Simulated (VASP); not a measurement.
Input of a VASP 6.6.1 run:

File INCAR:

```
PREC = Accurate
ENCUT = 600
EDIFF = 1E-6
ISMEAR = -1
SIGMA = 0.05
LREAL = F
LASPH = T
NELM = 100
ALGO = Normal
ISIF = 3
LWAVE = F
LCHARG = F
ISPIN = 2
MAGMOM = 1
LORBIT = 11
LMAXMIX = 4
GGA = B5
ALDAX = 1.0
AGGAX = 1.0
AGGAC = 1.0
ALDAC = 0.0
IVDW = 12
VDW_S6 = 1.0
VDW_S8 = 2.6996
VDW_A1 = 0.4298
VDW_A2 = 4.2359
IBRION = 2
NSW = 40
EDIFFG = -0.02
```

File KPOINTS:

```
Automatic mesh
0
Gamma
  13 13 13
```

POSCAR

```
Ni
1.0
    0.0000000000      1.7375729330      1.7375729330
    1.7375729330      0.0000000000      1.7375729330
    1.7375729330      1.7375729330      0.0000000000
Ni
1
Direct
    0.0000000000      0.0000000000      0.0000000000
```

Potentials or basis: VASP PAW PBE potentials, release 64 (Ni).

Run with:

```bash
$ cat potpaw_PBE.64/Ni/POTCAR > POTCAR
$ mpirun -np 1 vasp_std > vasp.out
```

Task: Estimate the site moments.

Result: Ni +0.62 μB.

Task: What does it give for the band gap on the k mesh?

Result: None (metal or under the smearing width).

Task: Estimate the relaxed cell.

Result: a = 2.460 Å, b = 2.460 Å, c = 2.460 Å, α = 60.00°, β = 60.00°, γ = 60.00°.

Final structure:
```yaml
crystal:
  lattice:
    - [0.00000, 1.73966, 1.73966]
    - [1.73966, 0.00000, 1.73966]
    - [1.73966, 1.73966, 0.00000]
  atoms:
    - { symbol: Ni, position: [0.00000, 0.00000, 0.00000] }
```
